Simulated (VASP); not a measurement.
# Ta (Im-3m) in VASP: further runs

The runs below take Ta through relaxation of cell and atoms, with PBEsol.

Everything below comes from runs of VASP 6.6.1. Logs are shortened: lines on timing, memory, paths and dates and some standing lists are left out, and cuts for length are marked.

### Step 1. The crystal as given

It takes space group Im-3m (No. 229, cubic). Conventional cell: a = 3.310 Å, b = 3.310 Å, c = 3.310 Å, α = 90.00°, β = 90.00°, γ = 90.00°. Around Ta (site symmetry m-3m) lie 8 Ta at 2.87 Å.

### Step 2. Relaxation of cell and atoms, PBEsol

File INCAR:

```
SYSTEM = Ta
ALGO = Normal
EDIFF = 1E-7
EDIFFG = -0.005
ENCUT = 300
GGA = PS
IBRION = 2
ISIF = 3
ISMEAR = 0
LASPH = .TRUE.
LCHARG = .FALSE.
LREAL = .FALSE.
LWAVE = .FALSE.
NELM = 100
NSW = 90
PREC = Accurate
SIGMA = 0.1
```

File KPOINTS:

```
k-points
0
G
  18 18 18
  0 0 0
```

File POSCAR:

```
Ta
1.0
   -1.6549278100      1.6549278100      1.6549278100
    1.6549278100     -1.6549278100      1.6549278100
    1.6549278100      1.6549278100     -1.6549278100
Ta
1
Direct
    0.0000000000      0.0000000000      0.0000000000
```

Potentials or basis: VASP PAW PBE potentials, release 64 (Ta_pv).

Started as:

```
cat potpaw_PBE.64/Ta_pv/POTCAR > POTCAR
mpirun -np 1 vasp_std > vasp.out
```

OUTCAR:

```text
SYSTEM = Ta
   EDIFF = 1E-7
   EDIFFG = -0.005
   ENCUT = 300
   GGA = PS
   IBRION = 2
   ISIF = 3
   ISMEAR = 0
   LASPH = .TRUE.
   LREAL = .FALSE.
   NELM = 100
   NSW = 90
   PREC = Accurate

 ion  position               nearest neighbor table
   1  0.000  0.000  0.000-

  LATTYP: Found a body centered cubic cell.
 ALAT       =     3.3098556200

  Lattice vectors:

 A1 = (  -1.6549278100,   1.6549278100,   1.6549278100)
 A2 = (   1.6549278100,  -1.6549278100,   1.6549278100)
 A3 = (   1.6549278100,   1.6549278100,  -1.6549278100)

Analysis of symmetry for initial positions (statically):
=====================================================================
 Subroutine PRICEL returns:
 Original cell was already a primitive cell.

 Routine SETGRP: Setting up the symmetry group for a
 body centered cubic supercell.

 Subroutine GETGRP returns: Found 48 space group operations
 (whereof 48 operations were pure point group operations)
 out of a pool of 48 trial point group operations.

The static configuration has the point symmetry O_h .

Analysis of symmetry for dynamics (positions and initial velocities):
=====================================================================
 Subroutine PRICEL returns:
 Original cell was already a primitive cell.

 Routine SETGRP: Setting up the symmetry group for a
 body centered cubic supercell.

 Subroutine GETGRP returns: Found 48 space group operations
 (whereof 48 operations were pure point group operations)
 out of a pool of 48 trial point group operations.

The dynamic configuration has the point symmetry O_h .

 Subroutine INISYM returns: Found 48 space group operations
 (whereof 48 operations are pure point group operations),
 and found     1 'primitive' translations

----------------------------------------------------------------------------------------

                                     Primitive cell

  volume of cell :      18.1300

  direct lattice vectors                    reciprocal lattice vectors
    -1.654927810  1.654927810  1.654927810     0.000000000  0.302127982  0.302127982
     1.654927810 -1.654927810  1.654927810     0.302127982  0.000000000  0.302127982
     1.654927810  1.654927810 -1.654927810     0.302127982  0.302127982  0.000000000

  length of vectors
     2.866419050  2.866419050  2.866419050     0.427273490  0.427273490  0.427273490

  position of ions in fractional coordinates (direct lattice)
     0.000000000  0.000000000  0.000000000

  ion indices of the primitive-cell ions
   primitive index   ion index
                 1           1

----------------------------------------------------------------------------------------

 KPOINTS: k-points

Automatic generation of k-mesh.
 Grid dimensions read from file:
 generate k-points for:   18   18   18

 Generating k-lattice:

  Cartesian coordinates                     Fractional coordinates (reciprocal lattice)
     0.000000000  0.016784888  0.016784888     0.055555556  0.000000000  0.000000000
     0.016784888  0.000000000  0.016784888     0.000000000  0.055555556  0.000000000
     0.016784888  0.016784888  0.000000000     0.000000000  0.000000000  0.055555556

  Length of vectors
     0.023737416  0.023737416  0.023737416

  Shift w.r.t. Gamma in fractional coordinates (k-lattice)
     0.000000000  0.000000000  0.000000000

 Subroutine IBZKPT returns following result:
 ===========================================

 Found    195 irreducible k-points:

 Following reciprocal coordinates:
            Coordinates               Weight
  0.000000  0.000000  0.000000      1.000000
  0.055556  0.000000  0.000000     12.000000
  0.111111  0.000000  0.000000     12.000000
  0.166667  0.000000  0.000000     12.000000
  0.222222  0.000000  0.000000     12.000000
  0.277778  0.000000  0.000000     12.000000
[... 16 lines left out ...]
  0.333333  0.111111  0.000000     48.000000
  0.388889  0.111111  0.000000     48.000000
 [... further k-points ...]
   k-points           NKPTS =    195   k-points in BZ     NKDIM =    195   number of bands    NBANDS=      9
   number of dos      NEDOS =    301   number of ions     NIONS =      1
   total plane-waves  NPLWV =   4096
   dimension x,y,z NGX =    16 NGY =   16 NGZ =   16
   dimension x,y,z NGXF=    32 NGYF=   32 NGZF=   32
   ions per type =               1
   NGX,Y,Z   is equivalent  to a cutoff of   9.28,  9.28,  9.28 a.u.
   NGXF,Y,Z  is equivalent  to a cutoff of  18.56, 18.56, 18.56 a.u.
 SYSTEM =  Ta
   PREC   = accura    normal or accurate (medium, high low for compatibility)
   ISTART =      0    job   : 0-new  1-cont  2-samecut
   ICHARG =      2    charge: 1-file 2-atom 10-const
   ISPIN  =      1    spin polarized calculation?
   LNONCOLLINEAR =      F non collinear calculations
   LSORBIT =      F    spin-orbit coupling
   LASPH  =      T    aspherical Exc in radial PAW
   ENCUT  =  300.0 eV  22.05 Ry    4.70 a.u.   4.05  4.05  4.05*2*pi/ulx,y,z
   NELM   =    100;   NELMIN=  2; NELMDL= -5     # of ELM steps
   EDIFF  = 0.1E-06   stopping-criterion for ELM
   LREAL  =      F    real-space projection
   EDIFFG = -.5E-02   stopping-criterion for IOM
   NSW    =     90    number of steps for IOM
   IBRION =      2    ionic relax: 0-MD 1-quasi-New 2-CG
   NFREE  =      1    steps in history (QN), initial steepest desc. (CG)
   ISIF   =      3    stress and relaxation
   ISYM   =      2    0-nonsym 1-usesym 2-fastsym
   POTIM  = 0.5000    time-step for ionic-motion
   TEBEG  =    0.0;   TEEND  =   0.0 temperature during run
   PSTRESS=    0.0 pullay stress
   NELECT =      11.0000    total number of electrons
   NUPDOWN=      -1.0000    fix difference up-down
   EMIN   =  10.00;   EMAX   =-10.00  energy-range for DOS
   EFERMI =   0.00;   METHOD = LEGACY
   ISMEAR =     0;   SIGMA  =   0.10  broadening in eV -4-tet -1-fermi 0-gaus
   EFERMI_NEDOS =   21; number of points for ismear=-14 and -15
   IALGO  =     38    algorithm
   IMIX   =      4    mixing-type and parameters
     AMIX     =   0.40;   BMIX     =  1.00
     AMIX_MAG =   1.60;   BMIX_MAG =  1.00
  volume/ion in A,a.u.               =      18.13       122.35
  Fermi-wavevector in a.u.,A,eV,Ry     =   1.385926  2.619020 26.133942  1.920791
  Thomas-Fermi vector in A             =   2.510290
   LORBIT       =      0    0 simple, 1 ext, 2 COOP (PROOUT), +10 PAW based schemes
   GGA     = PS    functional components
   LHFCALC =     F    Hartree Fock is set to
   AEXX    =    0.0000 exact exchange contribution
   IVDW    =     0    specifies the selected vdW correction
   LEPSILON=     F    determine dielectric tensor
   LRPA    =     F    only Hartree local field effects (RPA)
 conjugate gradient relaxation of ions
 non-spin polarized calculation
 Gauss-broadening in eV      SIGMA  =   0.10
  energy-cutoff  :      300.00
  volume of cell :       18.13
 maximum number of plane-waves:       236
   NGX =  7   NGY =  7   NGZ =  7

--------------------------------------- Ionic step        1  -------------------------------------------

 number of electron      11.0000005 magnetization

 Free energy of the ion-electron system (eV)
  ---------------------------------------------------
  ext. energy  EPLUGINS =         0.00000000
  ---------------------------------------------------
  free energy    TOTEN  =       -12.54538492 eV

  energy without entropy =      -12.53928621  energy(sigma->0) =      -12.54233556

------------------------ aborting loop because EDIFF is reached ----------------------------------------

  FORCE on cell =-STRESS in cart. coord.  units (eV):
  Direction    XX          YY          ZZ          XY          YZ          ZX
  --------------------------------------------------------------------------------------
  -------------------------------------------------------------------------------------
  Total       -0.6396276     -0.6396276     -0.6396276      0.0000000      0.0000000      0.0000000
  in kB      -56.5250084    -56.5250084    -56.5250084      0.0000000      0.0000000      0.0000000
  external PRESSURE =     -56.5250084 kB  Pullay stress =       0.0000000 kB
[... 90 lines left out ...]
  energy  without entropy=      -12.5486059165  energy(sigma->0) =      -12.55157464

--------------------------------------- Ionic step        4  -------------------------------------------

 number of electron      11.0000016 magnetization

 Free energy of the ion-electron system (eV)
  ---------------------------------------------------
  ext. energy  EPLUGINS =         0.00000000
  ---------------------------------------------------
  free energy    TOTEN  =       -12.55454780 eV

  energy without entropy =      -12.54861582  energy(sigma->0) =      -12.55158181

 E-fermi :   5.5074     XC(G=0): -12.8412

 val. band max:        5.5063383368   @ k =  -0.2778   0.3889   0.1111
 cond. band min:       5.5092394496   @ k =  -0.1667   0.2222   0.0556
 fundamental gap:      0.0029011128
 Fermi energy:         5.5073671794

 k-point     1 :       0.0000    0.0000    0.0000
  band No.  band energies     occupation
      1     -27.4394      2.00000
      2     -27.4394      2.00000
      3     -27.4394      2.00000
      4      -2.5168      2.00000
      5       6.2208      0.00000
      6       6.2208      0.00000
      7       6.2208      0.00000
      8       9.5673      0.00000
      9       9.5673      0.00000
[... 265 lines left out ...]
 k-point    24 :       0.3889    0.1111    0.0000
  band No.  band energies     occupation
      1     -28.6290      2.00000
      2     -27.8826      2.00000
      3     -27.5038      2.00000
      4       1.4206      2.00000
      5       4.0101      2.00000
      6       6.2313      0.00000
      7       9.3248      0.00000
      8      10.6637      0.00000
      9      13.6199      0.00000

 [... further k-points ...]

------------------------ aborting loop because EDIFF is reached ----------------------------------------

  FORCE on cell =-STRESS in cart. coord.  units (eV):
  Direction    XX          YY          ZZ          XY          YZ          ZX
  --------------------------------------------------------------------------------------
  -------------------------------------------------------------------------------------
  Total       -0.0010152     -0.0010152     -0.0010152      0.0000000     -0.0000000      0.0000000
  in kB       -0.0922872     -0.0922872     -0.0922872      0.0000000     -0.0000000      0.0000000
  external PRESSURE =      -0.0922872 kB  Pullay stress =       0.0000000 kB
[... 16 lines left out ...]
  FREE ENERGIE OF THE ION-ELECTRON SYSTEM (eV)
  ---------------------------------------------------
  free  energy   TOTEN  =       -12.5545478011 eV

  energy  without entropy=      -12.5486158179  energy(sigma->0) =      -12.55158181

 reached required accuracy - stopping structural energy minimisation
```

It took 31 s on 1 thread of Intel Xeon Platinum 8559C (Emerald Rapids), shared host; peak memory 0.12 GiB.

Results:

* Free energy: -12.5545 eV
* Relaxed volume: 17.62 Å³/atom
* Relaxed cell: a = 2.839 Å, b = 2.839 Å, c = 2.839 Å, α = 109.47°, β = 109.47°, γ = 109.47°
* Space group after relaxing (to 0.05 Å): Im-3m (No. 229)
* Energy gained by relaxing: 9.2 meV/atom
* Ionic steps: 4
* Pressure after relaxing: 0.0 GPa
* Band gap on the k mesh: none (metal or under the smearing width)

The path:
```tsv
step	energy change (eV)	largest force (eV/Å)	pressure (GPa)	volume (Å³)
1	0.0000	0.0000	-5.65	18.13
2	0.0434	0.0000	15.95	16.50
3	-0.0092	0.0000	-0.13	17.63
4	-0.0092	0.0000	-0.01	17.62
```

Final structure:
```
Ta
1.0
    -1.63938    1.63938    1.63938
     1.63938   -1.63938    1.63938
     1.63938    1.63938   -1.63938
Ta
1
Direct
  0.00000 0.00000 0.00000
```

Levels at points of the mesh, in eV from the Fermi level:
```csv
k point,band 2,band 3,band 4,band 5,band 6,band 7,band 8,band 9
"(0.00, 0.00, 0.00)",-32.95,-32.95,-8.02,0.71,0.71,0.71,4.06,4.06
"(0.50, 0.00, 0.00)",-33.36,-32.96,-4.50,-1.63,1.70,3.95,5.01,8.02
"(0.50, 0.50, 0.50)",-33.83,-33.83,-3.95,-3.95,7.01,7.01,7.01,8.85
```

Caveat: the PAW data sets were made with another functional, which shifts forces and pressure a little.

### Step 3. Relaxation of cell and atoms, PBEsol

Changes to INCAR since step 2:

```diff
@@ -4,3 +4,3 @@
 EDIFFG = -0.005
-ENCUT = 300
+ENCUT = 600
 GGA = PS
```

File KPOINTS:

```
k-points
0
G
  6 6 6
  0 0 0
```

POSCAR is that of step 2.

Potentials or basis: VASP PAW PBE potentials, release 64 (Ta_pv).

Started as:

```
cat potpaw_PBE.64/Ta_pv/POTCAR > POTCAR
mpirun -np 1 vasp_std > vasp.out
```

OUTCAR:

```text
SYSTEM = Ta
   EDIFF = 1E-7
   EDIFFG = -0.005
   ENCUT = 600
   GGA = PS
   IBRION = 2
   ISIF = 3
   ISMEAR = 0
   LASPH = .TRUE.
   LREAL = .FALSE.
   NELM = 100
   NSW = 90
   PREC = Accurate

 ion  position               nearest neighbor table
   1  0.000  0.000  0.000-

  LATTYP: Found a body centered cubic cell.
 ALAT       =     3.3098556200

  Lattice vectors:

 A1 = (  -1.6549278100,   1.6549278100,   1.6549278100)
 A2 = (   1.6549278100,  -1.6549278100,   1.6549278100)
 A3 = (   1.6549278100,   1.6549278100,  -1.6549278100)

Analysis of symmetry for initial positions (statically):
=====================================================================
 Subroutine PRICEL returns:
 Original cell was already a primitive cell.

 Routine SETGRP: Setting up the symmetry group for a
 body centered cubic supercell.

 Subroutine GETGRP returns: Found 48 space group operations
 (whereof 48 operations were pure point group operations)
 out of a pool of 48 trial point group operations.

The static configuration has the point symmetry O_h .

Analysis of symmetry for dynamics (positions and initial velocities):
=====================================================================
 Subroutine PRICEL returns:
 Original cell was already a primitive cell.

 Routine SETGRP: Setting up the symmetry group for a
 body centered cubic supercell.

 Subroutine GETGRP returns: Found 48 space group operations
 (whereof 48 operations were pure point group operations)
 out of a pool of 48 trial point group operations.

The dynamic configuration has the point symmetry O_h .

 Subroutine INISYM returns: Found 48 space group operations
 (whereof 48 operations are pure point group operations),
 and found     1 'primitive' translations

----------------------------------------------------------------------------------------

                                     Primitive cell

[... 91 lines left out ...]
   NUPDOWN=      -1.0000    fix difference up-down
   EMIN   =  10.00;   EMAX   =-10.00  energy-range for DOS
   EFERMI =   0.00;   METHOD = LEGACY
   ISMEAR =     0;   SIGMA  =   0.10  broadening in eV -4-tet -1-fermi 0-gaus
   EFERMI_NEDOS =   21; number of points for ismear=-14 and -15
   IALGO  =     38    algorithm
   IMIX   =      4    mixing-type and parameters
     AMIX     =   0.40;   BMIX     =  1.00
     AMIX_MAG =   1.60;   BMIX_MAG =  1.00
  volume/ion in A,a.u.               =      18.13       122.35
  Fermi-wavevector in a.u.,A,eV,Ry     =   1.385926  2.619020 26.133942  1.920791
  Thomas-Fermi vector in A             =   2.510290
   LORBIT       =      0    0 simple, 1 ext, 2 COOP (PROOUT), +10 PAW based schemes
   GGA     = PS    functional components
   LHFCALC =     F    Hartree Fock is set to
   AEXX    =    0.0000 exact exchange contribution
   IVDW    =     0    specifies the selected vdW correction
   LEPSILON=     F    determine dielectric tensor
   LRPA    =     F    only Hartree local field effects (RPA)
 conjugate gradient relaxation of ions
 non-spin polarized calculation
 Gauss-broadening in eV      SIGMA  =   0.10
  energy-cutoff  :      600.00
  volume of cell :       18.13
 maximum number of plane-waves:       619
   NGX = 11   NGY = 11   NGZ = 11

--------------------------------------- Ionic step        1  -------------------------------------------

 number of electron      11.0000001 magnetization

 Free energy of the ion-electron system (eV)
  ---------------------------------------------------
  ext. energy  EPLUGINS =         0.00000000
  ---------------------------------------------------
  free energy    TOTEN  =       -12.46881333 eV

  energy without entropy =      -12.44887822  energy(sigma->0) =      -12.45884578

------------------------ aborting loop because EDIFF is reached ----------------------------------------

  FORCE on cell =-STRESS in cart. coord.  units (eV):
  Direction    XX          YY          ZZ          XY          YZ          ZX
  --------------------------------------------------------------------------------------
  -------------------------------------------------------------------------------------
  Total       -0.3098454     -0.3098454     -0.3098454      0.0000000     -0.0000000      0.0000000
  in kB      -27.3815782    -27.3815782    -27.3815782      0.0000000     -0.0000000      0.0000000
  external PRESSURE =     -27.3815782 kB  Pullay stress =       0.0000000 kB
[... 57 lines left out ...]
--------------------------------------- Ionic step        3  -------------------------------------------

 number of electron      11.0000002 magnetization

 Free energy of the ion-electron system (eV)
  ---------------------------------------------------
  ext. energy  EPLUGINS =         0.00000000
  ---------------------------------------------------
  free energy    TOTEN  =       -12.47117410 eV

  energy without entropy =      -12.44943990  energy(sigma->0) =      -12.46030700

 E-fermi :   5.3647     XC(G=0): -12.7757

 val. band max:        5.3505242257   @ k =   0.3333   0.1667   0.0000
 cond. band min:       5.3982878137   @ k =   0.1667   0.0000   0.0000
 fundamental gap:      0.0477635880
 Fermi energy:         5.3646678256

 k-point     1 :       0.0000    0.0000    0.0000
  band No.  band energies     occupation
      1     -27.6209      2.00000
      2     -27.6209      2.00000
      3     -27.6209      2.00000
      4      -2.5705      2.00000
      5       6.0990      0.00000
      6       6.0990      0.00000
      7       6.0990      0.00000
      8       9.4023      0.00000
      9       9.4023      0.00000
[... 206 lines left out ...]
  FREE ENERGIE OF THE ION-ELECTRON SYSTEM (eV)
  ---------------------------------------------------
  free  energy   TOTEN  =       -12.4711740977 eV

  energy  without entropy=      -12.4494398970  energy(sigma->0) =      -12.46030700

 reached required accuracy - stopping structural energy minimisation
```

OSZICAR:

```text
N       E                     dE             d eps       ncg     rms          rms(c)
DAV:   1     0.563575732830E+02    0.56358E+02   -0.74847E+03   288   0.132E+03
DAV:   2    -0.121891878554E+02   -0.68547E+02   -0.67981E+02   346   0.277E+02
DAV:   3    -0.130102734943E+02   -0.82109E+00   -0.80643E+00   345   0.306E+01
[... 24 lines left out ...]
DAV:   4    -0.124711685666E+02   -0.60072E-04   -0.61557E-04   321   0.294E-01    0.302E-02
DAV:   5    -0.124711741645E+02   -0.55979E-05   -0.12751E-05   305   0.386E-02    0.161E-02
DAV:   6    -0.124711739303E+02    0.23417E-06   -0.39749E-07   311   0.599E-03    0.173E-03
DAV:   7    -0.124711740791E+02   -0.14875E-06   -0.19922E-08   155   0.118E-03    0.406E-04
DAV:   8    -0.124711740977E+02   -0.18563E-07   -0.10925E-09   144   0.310E-04
   3 F= -.12471174E+02 E0= -.12460307E+02  d E =-.236077E-02
```

CONTCAR:

```text
Ta
   1.00000000000000
    -1.6465893424199711    1.6465893424199711    1.6465893424199711
     1.6465893424199711   -1.6465893424199711    1.6465893424199711
     1.6465893424199711    1.6465893424199711   -1.6465893424199711
  Ta
     1
Direct
     0.0000000000000000    0.0000000000000000    0.0000000000000000

  0.00000000E+00  0.00000000E+00  0.00000000E+00
```

It used 8.3 s of CPU time on 1 thread of Intel(R) Xeon(R) Platinum 8559C (Emerald Rapids) (shared host), which was overloaded at the time.

Results:

* Free energy: -12.4712 eV
* Relaxed volume: 17.86 Å³/atom
* Relaxed cell: a = 2.852 Å, b = 2.852 Å, c = 2.852 Å, α = 109.47°, β = 109.47°, γ = 109.47°
* Space group after relaxing (to 0.05 Å): Im-3m (No. 229)
* Energy gained by relaxing: 2.4 meV/atom
* Ionic steps: 3
* Pressure after relaxing: 0.0 GPa
* Band gap on the k mesh: none (metal or under the smearing width)

Step by step:
```tsv
step	energy change (eV)	largest force (eV/Å)	pressure (GPa)	volume (Å³)
1	0.0000	0.0000	-2.74	18.13
2	0.0064	0.0000	5.35	17.33
3	-0.0024	0.0000	-0.02	17.86
```

Final structure:
```
Ta
1.0
    -1.64659    1.64659    1.64659
     1.64659   -1.64659    1.64659
     1.64659    1.64659   -1.64659
Ta
1
Direct
  0.00000 0.00000 0.00000
```

Caveat: the k mesh is coarse (spacing up to 0.45 Å⁻¹), so the values aren't converged; the PAW data sets were made with another functional, which shifts forces and pressure a little. Spin-orbit coupling is left out, which matters for the levels of Ta.
